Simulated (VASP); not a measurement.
Ba: relaxation of cell and atoms with r2SCAN

The system is Ba.

```
Ba
1.0
    -2.53949    2.53949    2.53949
     2.53949   -2.53949    2.53949
     2.53949    2.53949   -2.53949
Ba
1
Direct
  0.00000 0.00000 0.00000
```

```
Program                : VASP 6.6.1
Task                   : relaxation of cell and atoms
Functional             : r2SCAN
Potentials or basis    : VASP PAW PBE potentials, release 64 (Ba_sv)
Cutoff                 : 600 eV
k mesh                 : 12 × 12 × 12
Occupations            : methfessel-paxton, width 0.1 eV
Spin                   : no spin polarisation
Further INCAR settings : ALGO = Normal; EDIFF = 1e-07; IBRION = 2; EDIFFG = -0.005; NSW = 90; ISIF = 3
```

```yaml
Pressure_after_relaxing: 0.0 GPa
Band_gap_on_the_k_mesh: none (metal or under the smearing width)
```

Final structure:
```
Ba
1.0
    -2.53949    2.53949    2.53949
     2.53949   -2.53949    2.53949
     2.53949    2.53949   -2.53949
Ba
1
Direct
  0.00000 0.00000 0.00000
```

Levels at points of the mesh, in eV from the Fermi level:
```
           k point  band 1  band 2  band 3  band 4  band 5  band 6  band 7  band 8  band 9
(0.00, 0.00, 0.00)  -29.97  -14.52  -14.52  -14.52   -2.85    2.11    2.11    2.11    3.42
(0.50, 0.00, 0.00)  -29.93  -14.94  -14.65  -14.52   -0.84    0.90    1.11    3.45    4.00
(0.50, 0.50, 0.50)  -29.90  -14.80  -14.80  -14.80   -0.55   -0.55    4.52    4.52    4.52
```

Run time: 2.3 min on 1 thread of Intel(R) Xeon(R) 6975P-C (Granite Rapids), on a shared host, peak memory 0.24 GiB.

Caveat: the relaxation stopped at its first step, so nothing moved; the PAW data sets were made with another functional, which shifts forces and pressure a little. The run has no spin-orbit coupling, so splittings on Ba are missing.
